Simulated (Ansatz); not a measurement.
**HF on graphene monolayer: dissociation, with H20 leaving for a neighbouring site**

Wanted: the energy profile along the dissociation, with H20 leaving for a neighbouring site, from relaxed end points and a band of images. The slab cell is 3×3, 1 layer thick, and the adsorbate is set down on it by hand.

Program: Ansatz 0.2.0. Level of theory: DFT PBE+D3(BJ), plane waves, PAW, scalar-relativistic, no spin polarisation. These are calculated values, not measurements.

## 1. The system as given

The cell holds 20 atoms (C18HF): a = 7.398 Å, b = 7.398 Å, c = 12.000 Å, α = 90.00°, β = 90.00°, γ = 120.00°.

Its coordinates follow in the input file.

## 2. End point A

Contents of input.yaml:

```yaml
crystal:
  lattice:
    - [7.398, 0.0, 0.0]
    - [-3.699, 6.406856, 0.0]
    - [0.0, 0.0, 12.0]
  atoms:
    - { symbol: C, position: [0.0, 0.0, 0.0833333] }
    - { symbol: C, position: [0.2222222, 0.1111111, 0.0833333] }
    - { symbol: C, position: [0.0, 0.3333333, 0.0833333] }
    - { symbol: C, position: [0.2222222, 0.4444444, 0.0833333] }
    - { symbol: C, position: [0.0, 0.6666667, 0.0833333] }
    - { symbol: C, position: [0.2222222, 0.7777778, 0.0833333] }
    - { symbol: C, position: [0.3333333, 0.0, 0.0833333] }
    - { symbol: C, position: [0.5555556, 0.1111111, 0.0833333] }
    - { symbol: C, position: [0.3333333, 0.3333333, 0.0833333] }
    - { symbol: C, position: [0.5555556, 0.4444444, 0.0833333] }
    - { symbol: C, position: [0.3333333, 0.6666667, 0.0833333] }
    - { symbol: C, position: [0.5555556, 0.7777778, 0.0833333] }
    - { symbol: C, position: [0.6666667, 0.0, 0.0833333] }
    - { symbol: C, position: [0.8888889, 0.1111111, 0.0833333] }
    - { symbol: C, position: [0.6666667, 0.3333333, 0.0833333] }
    - { symbol: C, position: [0.8888889, 0.4444444, 0.0833333] }
    - { symbol: C, position: [0.6666667, 0.6666667, 0.0833333] }
    - { symbol: C, position: [0.8888889, 0.7777778, 0.0833333] }
    - { symbol: F, position: [0.1033618, 0.3892241, 0.2325] }
    - { symbol: H, position: [-0.0206071, 0.3681648, 0.2658333] }
basis:
  ecutwfc: 420.0
kpoints:
  mp_grid: { grid: [2, 2, 1] }
hamiltonian:
  xc: pbe
  dispersion: d3bj
  pseudopotentials: { kind: paw, azcp: { folder: soft_1 } }
scf:
  occupations: { method: gaussian, width: 0.05 }
  lower_state_search: "off"
relax:
  f_tol: 0.03
  max_steps: 60
  adjacent_minimum: "off"
output:
  write_density: true
  write_potential: true
  elf: true
  volumetric_format: npy
```

Started as:

```bash
$ ansatz run input.yaml --threads 1 --pin off --max-ram 3072MiB --backend cpu --events-out ev --progress --plain --runs-dir out
```

The program printed, cut to the lines that bear on the results:

```text
Warning: RAYON_NUM_THREADS=1 ignored (pool sized by the plan → 1); use --threads N
[...]
Pseudopotentials: kind: paw
Pseudopotential: C, paw, valence charge 4, recommended cutoff 420 eV (normal), <dir>
Pseudopotential: F, paw, valence charge 7, recommended cutoff 420 eV (normal), <dir>
Pseudopotential: H, paw, valence charge 1, recommended cutoff 420 eV (normal), <dir>
Functional definition: PBE
[...]
Crystal: 20 atoms, lattice volume = 568.775 Å³
Basis set: ecut = 420 eV, 11177 PW (Γ), exchange–correlation on 100×100×162 points (8 copies of the dense FFT grid, shifted against one another)
Bands: 60, of which v1, the nominal top of the filled ones, is band 40 counted from 1 (39 counted from 0)
Symmetry: 1 space group operations
[...]
relax step   9: F+E_penalty+E_count = -5342.43435789 eV  Δ(F+E_penalty+E_count) = -1.370e-2 eV  max|allowed force component| = 5.671e-1 eV/Å  Δτ_max = 0.0498 Å  (5 SCF iters, dr2 threshold 1.00e-4 eV, accepted)
[...]
relax step  13: F+E_penalty+E_count = -5342.45482249 eV  Δ(F+E_penalty+E_count) = -1.635e-3 eV  max|allowed force component| = 9.059e-1 eV/Å  Δτ_max = 0.1427 Å  (6 SCF iters, dr2 threshold 3.44e-5 eV, accepted)
[...]
relax step  17: F+E_penalty+E_count = -5342.46754130 eV  Δ(F+E_penalty+E_count) = -1.370e-3 eV  max|allowed force component| = 5.544e-2 eV/Å  Δτ_max = 0.0976 Å  (8 SCF iters, accepted)
[...]
relax step  18: F+E_penalty+E_count = -5342.46857240 eV  Δ(F+E_penalty+E_count) = -1.031e-3 eV  max|allowed force component| = 2.046e-1 eV/Å  Δτ_max = 0.1462 Å  (8 SCF iters, accepted)
```

## 3. The output, continued: end point A relaxed

The log, continued:

```text
preconditioner: auto → Resta (q_TF=auto, 1.968 Å⁻¹)  ε∞=1.9  [insulator: Δε(μ)=0.191 eV  Ē_g=14.263 eV  σ=0.050 eV  W_gap=0.99  n_scr=72 (ndim 8)  ℏωp=13.8 eV  f_vac=0.649  D(μ)=0.31/eV (n_scr^D=0)  ε∞_Penn≈1.9  vacuum switching on, ρ_ref=1.5e-2 e/Å³]
relax step  19: F+E_penalty+E_count = -5342.46933918 eV  Δ(F+E_penalty+E_count) = -7.668e-4 eV  max|allowed force component| = 1.325e-1 eV/Å  Δτ_max = 0.0724 Å  (4 SCF iters, dr2 threshold 4.19e-5 eV, accepted)
preconditioner: auto → Resta (q_TF=auto, 1.968 Å⁻¹)  ε∞=1.9  [insulator: Δε(μ)=0.185 eV  Ē_g=14.264 eV  σ=0.050 eV  W_gap=0.99  n_scr=72 (ndim 8)  ℏωp=13.8 eV  f_vac=0.649  D(μ)=0.38/eV (n_scr^D=0)  ε∞_Penn≈1.9  vacuum switching on, ρ_ref=1.5e-2 e/Å³]
  Residual-converged pass: ⟨swp⟩=1.0  Hψ=256  notcnv=0  max |occ|·‖R‖ = 6.9e-9 eV (tolerance 1.0e-8 eV)  dr2=1.33e-6  dr2_onsite=6.05e-8  max |Δocc| = 6.3e-12
relax step  20: F+E_penalty+E_count = -5342.46971875 eV  Δ(F+E_penalty+E_count) = -3.796e-4 eV  max|allowed force component| = 1.530e-2 eV/Å  Δτ_max = 0.0297 Å  (5 SCF iters, dr2 threshold 7.36e-6 eV, accepted)
preconditioner: auto → Resta (q_TF=auto, 1.968 Å⁻¹)  ε∞=1.9  [insulator: Δε(μ)=0.185 eV  Ē_g=14.261 eV  σ=0.050 eV  W_gap=0.99  n_scr=72 (ndim 8)  ℏωp=13.8 eV  f_vac=0.649  D(μ)=0.38/eV (n_scr^D=0)  ε∞_Penn≈1.9  vacuum switching on, ρ_ref=1.5e-2 e/Å³]
relax step  21: F+E_penalty+E_count = -5342.46971914 eV  Δ(F+E_penalty+E_count) = -3.942e-7 eV  max|allowed force component| = 1.511e-2 eV/Å  Δτ_max = 0.0000 Å  (4 SCF iters, accepted)
preconditioner: auto → Resta (q_TF=auto, 1.968 Å⁻¹)  ε∞=1.9  [insulator: Δε(μ)=0.184 eV  Ē_g=14.258 eV  σ=0.050 eV  W_gap=0.99  n_scr=72 (ndim 8)  ℏωp=13.8 eV  f_vac=0.649  D(μ)=0.41/eV (n_scr^D=0)  ε∞_Penn≈1.9  vacuum switching on, ρ_ref=1.5e-2 e/Å³]
relax step  22: F+E_penalty+E_count = -5342.47000744 eV  Δ(F+E_penalty+E_count) = -2.883e-4 eV  max|allowed force component| = 5.936e-2 eV/Å  Δτ_max = 0.0709 Å  (7 SCF iters, accepted)
preconditioner: auto → Resta (q_TF=auto, 1.968 Å⁻¹)  ε∞=1.9  [insulator: Δε(μ)=0.189 eV  Ē_g=14.263 eV  σ=0.050 eV  W_gap=0.99  n_scr=72 (ndim 8)  ℏωp=13.8 eV  f_vac=0.649  D(μ)=0.34/eV (n_scr^D=0)  ε∞_Penn≈1.9  vacuum switching on, ρ_ref=1.5e-2 e/Å³]
relax step  23: F+E_penalty+E_count = -5342.47023695 eV  Δ(F+E_penalty+E_count) = -2.295e-4 eV  max|allowed force component| = 2.477e-2 eV/Å  Δτ_max = 0.0539 Å  (5 SCF iters, dr2 threshold 3.44e-6 eV, accepted)
preconditioner: auto → Resta (q_TF=auto, 1.968 Å⁻¹)  ε∞=1.9  [insulator: Δε(μ)=0.188 eV  Ē_g=14.262 eV  σ=0.050 eV  W_gap=0.99  n_scr=72 (ndim 8)  ℏωp=13.8 eV  f_vac=0.649  D(μ)=0.35/eV (n_scr^D=0)  ε∞_Penn≈1.9  vacuum switching on, ρ_ref=1.5e-2 e/Å³]
relax step  24: F+E_penalty+E_count = -5342.47023747 eV  Δ(F+E_penalty+E_count) = -5.164e-7 eV  max|allowed force component| = 2.488e-2 eV/Å  Δτ_max = 0.0000 Å  (3 SCF iters, accepted)
preconditioner: auto → Resta (q_TF=auto, 1.968 Å⁻¹)  ε∞=1.9  [insulator: Δε(μ)=0.190 eV  Ē_g=14.259 eV  σ=0.050 eV  W_gap=0.99  n_scr=72 (ndim 8)  ℏωp=13.8 eV  f_vac=0.649  D(μ)=0.32/eV (n_scr^D=0)  ε∞_Penn≈1.9  vacuum switching on, ρ_ref=1.5e-2 e/Å³]
relax step  25: F+E_penalty+E_count = -5342.47033869 eV  Δ(F+E_penalty+E_count) = -1.012e-4 eV  max|allowed force component| = 3.245e-2 eV/Å  Δτ_max = 0.0528 Å  (7 SCF iters, accepted)
preconditioner: auto → Resta (q_TF=auto, 1.968 Å⁻¹)  ε∞=1.9  [insulator: Δε(μ)=0.188 eV  Ē_g=14.262 eV  σ=0.050 eV  W_gap=0.99  n_scr=72 (ndim 8)  ℏωp=13.8 eV  f_vac=0.649  D(μ)=0.34/eV (n_scr^D=0)  ε∞_Penn≈1.9  vacuum switching on, ρ_ref=1.5e-2 e/Å³]
relax step  26: F+E_penalty+E_count = -5342.47036513 eV  Δ(F+E_penalty+E_count) = -2.644e-5 eV  max|allowed force component| = 1.951e-2 eV/Å  Δτ_max = 0.0178 Å  (5 SCF iters, dr2 threshold 1.05e-6 eV, accepted)
preconditioner: auto → Resta (q_TF=auto, 1.968 Å⁻¹)  ε∞=1.9  [insulator: Δε(μ)=0.188 eV  Ē_g=14.260 eV  σ=0.050 eV  W_gap=0.99  n_scr=72 (ndim 8)  ℏωp=13.8 eV  f_vac=0.649  D(μ)=0.34/eV (n_scr^D=0)  ε∞_Penn≈1.9  vacuum switching on, ρ_ref=1.5e-2 e/Å³]
relax step  27: F+E_penalty+E_count = -5342.47036519 eV  Δ(F+E_penalty+E_count) = -5.435e-8 eV  max|allowed force component| = 1.959e-2 eV/Å  Δτ_max = 0.0000 Å  (3 SCF iters, accepted)
NSCF: frozen V_eff on 4 k-points
the band table was solved once a step of the walk had ended and its energy, with any forces and stress, was formed, with the checks that follow a solve (1720 applications of the Hamiltonian). They found nothing against the state; the energy, forces and stress were not computed again (output.eigenvalues in the input reference)
WARN: The output density's exchange-correlation potential varies sharply where the density is thin. Do not read a vacuum level from v_tot or v_xc, or from such a field of the output density. On a cell that repeats whose density bears no net charge and no dipole along the vacuum's axis use v_es (v_loc + v_h of the components); under efield.dipole_correction with no amplitude use v_es + v_field, which holds any external_charges[].barrier, or the levels of the report's work_function block, which leave it out; under a non-zero efield.amplitude the vacuum is tilted and has no level; on a cell that repeats and bears such a dipole with no correction it is tilted too, and efield.dipole_correction with no amplitude gives each side of its ramp a level where efield: is served; in a cell that repeats whose density bears a net charge (total_charge, or a fill off its count) it is curved and has none; of a slab under crystal.periodic whose density bears no net charge use v_es, which has a level on each side, short of where the two are joined; of another it falls or rises all the way out and has none; of a slab beside external_charges read slab_vacuum_level instead, which it has where they leave it neutral. The grid or the basis barely resolves most such structure, and the values can differ between equally converged runs; as a rule a tighter scf.convergence.dr2_threshold does not remove it. Where the density itself ripples (under the LDA too) a higher basis.ecutwfc lessens it. The files hold the spikes' plane waves up to the density's cutoff. Files: v_tot_of_output_density and the like, and their columns of v_z.tsv (output.write_potential); v_xc_of_output_density and the like, and their columns of v_comp_z.tsv (output.write_potential_components). Measured: with its Gaussian average of σ = 0.25 Å subtracted twice, the exchange-correlation potential is over 0.1 eV at 201 of the grid points where the equally averaged density (valence and model cores) is under 1e-3 e/Å³, and 0.229 eV at the most among them, at an averaged density of 7.7e-4 e/Å³. The input density's (outcome.potential() and, of a run that writes arrays, v_tot and v_xc) is over 0.1 eV, so measured, at 198 points of its own thin density, 0.229 eV at the most. See output.write_potential in the manual, Limitations
Free energy (F): -5342.470365 eV
Harris-Foulkes:  -5342.470365 eV  (|F-HF|=4.62e-9)
Internal energy: -5342.469940 eV  (E = F + TS)
E sigma→0 (E₀):  -5342.470153 eV
Entropy (-TS):   -0.000425 eV (-0.021 meV/atom)
Fermi energy:    -1.352384 eV
--- Per-component energies (eV) ---
  E_band       = -851.141760
  E_kinetic    = 1802.417999
  E_local      = -17139.350437  (includes V_loc(G=0)·N_el)
  E_nonlocal   = 509.645520
  E_hartree    = 7669.924457
  E_xc         = -929.539163
[...]
  E_vxc        = -1148.870129  (∫ρ·V_xc dr)
  E_paw        = -2007.381006  (= ΣΔE_a)
  E_vpaw       = -214.834082  (= ΣTr[D̂ρ^β])
  E_aug_tail   = -0.000068  (compensation charges beyond the density's cutoff)
  E_ewald      = 4753.509745
  E_disp       = -1.696986  (pairwise vdW)
  E_smearing   = -0.000425  (= −TS)
  E_closure    = 0.000000  (closes the sum)
  Σ components = -5342.470365   (vs F -5342.470365, Δ=0.00e0)
--- Forces (eV/Å), atoms counted from 1 ---
  atom   1  C     -0.00040294    -0.00059851     0.00003997
  atom   2  C     -0.00009861     0.00085489     0.00013695
  atom   3  C      0.00012199     0.00106778     0.00149090
  atom   4  C     -0.00034716     0.00118185    -0.00043119
  atom   5  C      0.00062596    -0.00040858    -0.00004068
  atom   6  C     -0.00000509    -0.00275914    -0.00009863
  atom   7  C      0.00149775     0.00262474     0.00014078
  atom   8  C     -0.00026904     0.00038874     0.00031641
  atom   9  C      0.00087384    -0.00218301     0.00000014
  atom  10  C      0.00052804    -0.00155657     0.00024375
  atom  11  C     -0.00139969    -0.00028672    -0.00006501
  atom  12  C      0.00035951     0.00138978     0.00022489
  atom  13  C      0.00042247    -0.00078763     0.00021233
  atom  14  C      0.00039998    -0.00228954    -0.00059746
  atom  15  C     -0.00132433    -0.00147908    -0.00014698
  atom  16  C      0.00062161     0.00172274    -0.00156555
  atom  17  C      0.00057714     0.00165012     0.00030654
  atom  18  C     -0.00145634    -0.00004943     0.00026749
  atom  19  F      0.00022664     0.00136143    -0.01958559
  atom  20  H     -0.00091856     0.00015274     0.01914772
  max |Σ_I F_I| component: 3.32e-5 eV/Å
--- Band table (eV) ---
  k-point 0: bands = ["-26.2279", "-20.8809", "-18.4009", "-18.3559", "-18.3068", "-18.2791", "-18.2312", "-18.2145", "-14.0412", "-14.0314", "-13.8889", "-13.8840", "-11.9546", "-11.8906", "-11.0949", "-11.0764", "-11.0092", "-10.9940", "-10.9033", "-10.8884", "-9.7572", "-8.8867", "-7.2505", "-7.2238", "-7.1525", "-7.1326", "-7.0736", "-7.0585", "-6.0999", "-6.0641", "-6.0493", "-5.9883", "-5.9230", "-5.8870", "-5.8137", "-5.7787", "-4.3946", "-4.3933", "-1.4925", "-1.4462", "-1.2581", "-1.2269", "2.0422", "3.2571", "3.4124", "3.4600", "3.5432", "3.5650", "3.6423", "3.6683", "4.2121", "5.0000", "5.6283", "5.6391", "5.6576", "5.6692", "5.7007", "6.1267", "6.1607", "6.3735"]
  k-point 1: bands = ["-26.2279", "-20.2456", "-20.2101", "-18.9811", "-18.8903", "-16.5005", "-16.4822", "-16.4182", "-16.4087", "-15.6393", "-14.6007", "-12.8215", "-12.7976", "-12.7398", "-12.7176", "-9.7469", "-9.4313", "-9.4263", "-9.4037", "-9.3926", "-9.2050", "-9.0464", "-8.1623", "-8.1550", "-7.8506", "-7.7772", "-7.7127", "-6.7119", "-6.6979", "-6.6734", "-6.6449", "-5.8965", "-5.8824", "-5.5355", "-5.5187", "-4.0682", "-4.0240", "-3.9754", "-3.9610", "-3.7080", "0.3284", "1.0879", "1.1432", "1.1930", "1.2197", "2.8118", "3.0595", "4.0993", "4.2524", "4.6156", "4.8084", "4.9578", "5.0480", "5.0702", "5.1591", "5.8787", "5.9793", "6.0047", "6.8378", "6.8543"]
  k-point 2: bands = ["-26.2279", "-20.2458", "-20.2098", "-18.9832", "-18.8879", "-16.5046", "-16.4822", "-16.4179", "-16.4049", "-15.6397", "-14.6006", "-12.8204", "-12.7959", "-12.7424", "-12.7173", "-9.7478", "-9.4327", "-9.4222", "-9.4064", "-9.3923", "-9.2071", "-9.0435", "-8.1621", "-8.1549", "-7.8488", "-7.7791", "-7.7132", "-6.7110", "-6.6990", "-6.6726", "-6.6478", "-5.8960", "-5.8818", "-5.5345", "-5.5181", "-4.0822", "-4.0167", "-3.9782", "-3.9514", "-3.7088", "0.3315", "1.1064", "1.1354", "1.1762", "1.2225", "2.8120", "3.0596", "4.0994", "4.2526", "4.6149", "4.8102", "4.9661", "5.0346", "5.0725", "5.1591", "5.8760", "5.9793", "6.0056", "6.8443", "6.8501"]
  k-point 3: bands = ["-26.2279", "-20.2457", "-20.2100", "-18.9747", "-18.8971", "-16.4914", "-16.4776", "-16.4268", "-16.4138", "-15.6376", "-14.6025", "-12.8178", "-12.7999", "-12.7431", "-12.7158", "-9.7437", "-9.4342", "-9.4179", "-9.4127", "-9.3894", "-9.2037", "-9.0490", "-8.1631", "-8.1551", "-7.8522", "-7.7800", "-7.7090", "-6.7121", "-6.6970", "-6.6746", "-6.6428", "-5.8983", "-5.8830", "-5.5361", "-5.5181", "-4.0398", "-4.0261", "-3.9922", "-3.9703", "-3.7052", "0.3146", "1.0869", "1.1378", "1.1943", "1.2367", "2.8116", "3.0598", "4.0993", "4.2527", "4.6227", "4.8060", "4.9449", "5.0472", "5.0849", "5.1597", "5.8804", "5.9794", "6.0054", "6.8327", "6.8556"]
--- Relaxed structure (27 steps of the walk, 25 accepted, 0 SCFs on fresh bases) ---
  F+E_penalty+E_count = -5342.47036519 eV   max|allowed force component| = 1.959e-2 eV/Å
  atoms:
    - { symbol: C, position: [0.009176073289543434, 0.002986482663457558, 0.07779967208861352] }
    - { symbol: C, position: [0.2311914873732026, 0.11403386373154041, 0.07781473527149191] }
    - { symbol: C, position: [0.007918900642380516, 0.3373460051828901, 0.07813076801534632] }
    - { symbol: C, position: [0.23284502636945406, 0.4498935235834198, 0.07780407114403534] }
    - { symbol: C, position: [0.01026249891546066, 0.6722684164067709, 0.07783131671055132] }
    - { symbol: C, position: [0.23019759051987002, 0.7820995586738908, 0.07776311383286758] }
    - { symbol: C, position: [0.3411502857300525, 0.004038941532984117, 0.07777388246963385] }
    - { symbol: C, position: [0.5657204761639515, 0.11635379994964476, 0.0776422269578309] }
    - { symbol: C, position: [0.3436039729739744, 0.3386906952464789, 0.07778256627186791] }
    - { symbol: C, position: [0.5635054653471888, 0.44877806132514836, 0.07776911950765038] }
    - { symbol: C, position: [0.342564171379455, 0.6698190838561865, 0.07772965611495658] }
    - { symbol: C, position: [0.5645251486921429, 0.7806830270334847, 0.07771568510777907] }
    - { symbol: C, position: [0.6767478390064235, 0.005247772903921076, 0.07764258653658182] }
    - { symbol: C, position: [0.8966728229842601, 0.11498476344140163, 0.07777332500290292] }
    - { symbol: C, position: [0.6755694319943432, 0.3363606752691459, 0.07772979517240158] }
    - { symbol: C, position: [0.8976719045252959, 0.447575054815171, 0.07793433362456614] }
    - { symbol: C, position: [0.6744878739916895, 0.6707100748591471, 0.07779822033290695] }
    - { symbol: C, position: [0.8990577976893503, 0.7830415962224897, 0.0778130432607693] }
    - { symbol: F, position: [-0.043808007429954304, 0.3386249939552135, 0.33812117291222443] }
    - { symbol: H, position: [-0.03630596015808554, 0.34385240934761263, 0.259963409665022] }
```

It took 2.6 min on 1 thread of Arm Neoverse V2, shared host; peak memory 0.67 GiB.

The steps of the relaxation:

| step | energy from step 1 (eV/cell) | largest force component (eV/Å) |
| --- | --- | --- |
| 1 | 0.0000 | 6.6367 |
| 2 | -1.2333 | 3.4784 |
| 3 | -1.8219 | 1.7778 |
| 4 | -2.0842 | 0.8340 |
| 5 | -2.2351 | 0.4270 |
| 6 | -2.2935 | 0.7155 |
| 7 | -2.3321 | 0.7320 |
| 8 | -2.3433 | 0.8483 |
| 9 | -2.3570 | 0.5671 |
| 10x | -2.3257 | 1.9988 |
| 11 | -2.3744 | 0.1287 |
| 12 | -2.3758 | 0.7419 |
| 13 | -2.3775 | 0.9059 |
| 14 | -2.3873 | 0.1591 |
| 15x | -2.3514 | 0.7264 |
| 16 | -2.3888 | 0.0168 |
| 17 | -2.3902 | 0.0554 |
| 18 | -2.3912 | 0.2046 |
| 19 | -2.3920 | 0.1325 |
| 20 | -2.3924 | 0.0153 |
| 21 | -2.3924 | 0.0151 |
| 22 | -2.3927 | 0.0594 |
| 23 | -2.3929 | 0.0248 |
| 24 | -2.3929 | 0.0249 |
| 25 | -2.3930 | 0.0325 |
| 26 | -2.3930 | 0.0195 |
| 27 | -2.3930 | 0.0196 |

Step 1 is the start. Steps 21, 24, 27 solve the same geometry again. 2 steps were tried and not accepted (marked x).

The atom that moved most is F19, by 1.59 Å.

## 4. End point B

The second end starts from a geometry with the move made by hand.

Contents of input.yaml:

```yaml
crystal:
  lattice:
    - [7.398, 0.0, 0.0]
    - [-3.699, 6.406856, 0.0]
    - [0.0, 0.0, 12.0]
  atoms:
    - { symbol: C, position: [0.0, 0.0, 0.08333333] }
    - { symbol: C, position: [0.22222222, 0.11111111, 0.08333333] }
    - { symbol: C, position: [0.0, 0.33333333, 0.08333333] }
    - { symbol: C, position: [0.22222222, 0.44444444, 0.08333333] }
    - { symbol: C, position: [0.0, 0.66666666, 0.08333333] }
    - { symbol: C, position: [0.22222222, 0.77777777, 0.08333333] }
    - { symbol: C, position: [0.33333333, 0.0, 0.08333333] }
    - { symbol: C, position: [0.55555556, 0.11111111, 0.08333333] }
    - { symbol: C, position: [0.33333333, 0.33333333, 0.08333333] }
    - { symbol: C, position: [0.55555555, 0.44444444, 0.08333333] }
    - { symbol: C, position: [0.33333333, 0.66666666, 0.08333333] }
    - { symbol: C, position: [0.55555555, 0.77777777, 0.08333333] }
    - { symbol: C, position: [0.66666667, 0.0, 0.08333333] }
    - { symbol: C, position: [0.88888889, 0.11111111, 0.08333333] }
    - { symbol: C, position: [0.66666667, 0.33333333, 0.08333333] }
    - { symbol: C, position: [0.88888889, 0.44444444, 0.08333333] }
    - { symbol: C, position: [0.66666666, 0.66666666, 0.08333333] }
    - { symbol: C, position: [0.88888889, 0.77777777, 0.08333333] }
    - { symbol: F, position: [0.11111111, 0.38888889, 0.18] }
    - { symbol: H, position: [-0.07407408, 0.62962962, 0.165] }
basis:
  ecutwfc: 420.0
kpoints:
  mp_grid: { grid: [2, 2, 1] }
hamiltonian:
  xc: pbe
  dispersion: d3bj
  pseudopotentials: { kind: paw, azcp: { folder: soft_1 } }
scf:
  occupations: { method: gaussian, width: 0.05 }
  lower_state_search: "off"
relax:
  f_tol: 0.03
  max_steps: 60
  adjacent_minimum: "off"
```

Started as:

```bash
$ ansatz run input.yaml --threads 1 --pin off --max-ram 3072MiB --backend cpu --events-out ev --progress --plain --runs-dir out
```

The program printed, cut to the lines that bear on the results:

```text
Warning: RAYON_NUM_THREADS=1 ignored (pool sized by the plan → 1); use --threads N
[...]
Pseudopotentials: kind: paw
Pseudopotential: C, paw, valence charge 4, recommended cutoff 420 eV (normal), <dir>
Pseudopotential: F, paw, valence charge 7, recommended cutoff 420 eV (normal), <dir>
Pseudopotential: H, paw, valence charge 1, recommended cutoff 420 eV (normal), <dir>
Functional definition: PBE
[...]
Crystal: 20 atoms, lattice volume = 568.775 Å³
[...]
relax step   4: F+E_penalty+E_count = -5339.29050567 eV  Δ(F+E_penalty+E_count) = -1.095e0 eV  max|allowed force component| = 1.658e0 eV/Å  Δτ_max = 0.1949 Å  (7 SCF iters, dr2 threshold 1.00e-4 eV, accepted)
[...]
relax step   5: F+E_penalty+E_count = -5339.77411356 eV  Δ(F+E_penalty+E_count) = -4.836e-1 eV  max|allowed force component| = 6.870e-1 eV/Å  Δτ_max = 0.1950 Å  (7 SCF iters, dr2 threshold 1.00e-4 eV, accepted)
```

[end of part 1 of 2]
